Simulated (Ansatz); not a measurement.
## GaP with scf.eigensolver.kind, basis.precision, hamiltonian.pseudopotentials, magnetization changed

Computed with the plane-wave PAW code Ansatz (scalar-relativistic, PAW set soft_2): PBE, no spin polarisation, 420 eV cutoff, k-mesh 8×8×8. These are the settings of the reference run.

Cell:

```
Ga P
1.0
     0.00000    2.75256    2.75256
     2.75256    0.00000    2.75256
     2.75256    2.75256    0.00000
Ga P
1 1
Cartesian
  0.0000 0.0000 0.0000
  1.3763 1.3763 1.3763
```

The reference run of this cell is solved again as a single point with these keys changed:

| key | reference run | changed run |
| --- | --- | --- |
| scf.eigensolver.kind | not typed | davidson |
| basis.precision | not typed | f64 |
| hamiltonian.pseudopotentials | not typed | {kind: paw_fr} |
| magnetization | not typed | {noncollinear: true, spin_orbit: true} |

Question: How far do the results move?

Answer: 

```
            quantity  reference run  changed run
      pressure (GPa)            0.0          0.0
largest force (eV/Å)           0.00         0.00
gap on the mesh (eV)           1.58         1.56
```

The Hamiltonian isn't the same, so energies aren't compared. It took 8 iterations.

Caveats: a single point, atoms not relaxed again; semilocal functionals make gaps too small and can close them.
